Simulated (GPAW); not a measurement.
CdSe (Cadmoselite):

```
Cd Se
1.0
     4.30000    0.00000    0.00000
    -2.15000    3.72391    0.00000
     0.00000    0.00000    7.02000
Cd Se
2 2
Direct
  0.66667 0.33333 0.50000
  0.33333 0.66667 0.00000
  0.66667 0.33333 0.88500
  0.33333 0.66667 0.38500
```

```yaml
Program: GPAW 26.7.0
Task: relaxation of cell and atoms
Functional: PBEsol
Dispersion: D3
Potentials_or_basis: PAW data sets generated in the run's folder for this functional
Cutoff: 600 eV
Basis: pw
k_mesh: 5 × 5 × 3
Occupations: fermi-dirac, width 0.05 eV
Spin: no spin polarisation
```

At the start: pressure -1.8 GPa; volume 28.10 Å³/atom.

Task: Where does the relaxation end?

Result: Over 7 steps the energy falls by 10.2 meV/atom and the volume is 27.12 Å³/atom (-3.5 %); space group P6_3mc (No. 186, to 0.05 Å).

Step by step:
```csv
step,energy change (eV),largest force (eV/Å),pressure (GPa),volume (Å³)
1,0.0000,0.2521,-1.78,112.41
2,-0.0085,0.2231,-1.64,112.03
3,-0.0369,0.1393,-0.06,108.66
4,-0.0395,0.0266,-0.43,109.34
5,-0.0398,0.0309,-0.34,109.17
6,-0.0406,0.0186,-0.03,108.56
7,-0.0407,0.0040,0.01,108.49
```

Final structure:
```
Cd Se
1.0
     4.26114    0.00000    0.00000
    -2.13057    3.69026    0.00000
     0.00000    0.00000    6.89911
Cd Se
2 2
Direct
  0.66667 0.33333 0.50368
  0.33333 0.66667 0.00368
  0.66667 0.33333 0.88132
  0.33333 0.66667 0.38132
```

Caveat: later steps reuse the first step's grids.
